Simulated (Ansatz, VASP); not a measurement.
## One calculation of MoS2, two programs

```
Mo S
1.0
     3.14773    0.00000    0.00000
    -1.57387    2.72601    0.00000
     0.00000    0.00000   12.24129
Mo S
2 4
Direct
  0.66667 0.33333 0.75000
  0.33333 0.66667 0.25000
  0.66667 0.33333 0.37700
  0.33333 0.66667 0.87700
  0.66667 0.33333 0.12300
  0.33333 0.66667 0.62300
```

Alike in both runs: task single point; functional PBE; k mesh 10 × 10 × 3; occupations fermi-dirac, width 0.05 eV; no spin polarisation.

|  | VASP | Ansatz |
| --- | --- | --- |
| version | VASP 6.6.1 | Ansatz 0.2.0 |
| potentials or method | VASP PAW PBE potentials, release 64 (Mo_sv, S) | SPMS NC |
| plane-wave cutoff (eV) | 520 | 626 |
| valence electrons in the cell | 52 | 52 |

Ansatz gave:

| Quantity | Value |
| --- | --- |
| gap on the k mesh at the Fermi level (eV) | 0.91 |
| least direct gap on the mesh (eV) | 1.92 |
| pressure (GPa) | 5.3 |
| largest component of the traceless stress (GPa) | 0.53 |
| rms of the force components (eV/Å) | 0.129 |

Q: Estimate VASP's values.

A: gap on the k mesh at the Fermi level (eV): 0.92; least direct gap on the mesh (eV): 1.92; pressure (GPa): 5.0; largest component of the traceless stress (GPa): 0.47; rms of the force components (eV/Å): 0.118.

Atom by atom the forces differ by 0.011 eV/Å (rms over components).

Caveats: this functional lacks dispersion, which binds the layers, so the pressure and a relaxed spacing across them are unreliable; an odd mesh through Γ misses points on the zone boundary, where band edges often lie (VASP); odd divisions of the mesh miss points on the zone boundary, where band edges often lie, so the gap on the mesh can be too wide (Ansatz). As with any semilocal functional, this PBE gap is likely too small.
